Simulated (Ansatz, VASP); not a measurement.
**AlN: VASP beside Ansatz**

```
Al N
1.0
     3.31212    0.00000    0.00000
    -1.65606    2.86838    0.00000
     0.00000    0.00000    4.18756
Al N
2 2
Cartesian
  0.0000 1.3123 2.5407
  1.6561 0.9561 1.0469
  0.0000 1.9123 1.0469
  1.6561 0.9561 3.1407
```

Alike in both runs: task single point; functional PBE; k mesh 9 × 9 × 6; occupations gaussian, width 0.05 eV; no spin polarisation.

|  | VASP | Ansatz |
| --- | --- | --- |
| version | VASP 6.6.1 | Ansatz 0.2.0 |
| potentials or method | VASP PAW PBE potentials, release 64 (Al, N) | scalar-relativistic, plane waves, PAW |
| plane-wave cutoff (eV) | 520 | 420 |
| valence electrons in the cell | 16 | 16 |

|  | VASP | Ansatz | Ansatz less VASP |
| --- | --- | --- | --- |
| gap on the k mesh at the Fermi level (eV) | 2.60 | 2.59 | -0.008 |
| least direct gap on the mesh (eV) | 2.60 | 2.59 | -0.008 |
| rms of the force components (eV/Å) | 4.052 | 4.023 | -0.0291 |

Atom by atom the forces differ by 0.034 eV/Å (rms over components).

Caveats: an odd mesh through Γ misses points on the zone boundary, where band edges often lie; forces of over 1 eV/Å show positions far from the minimum, so gaps and moduli don't describe the material at rest.
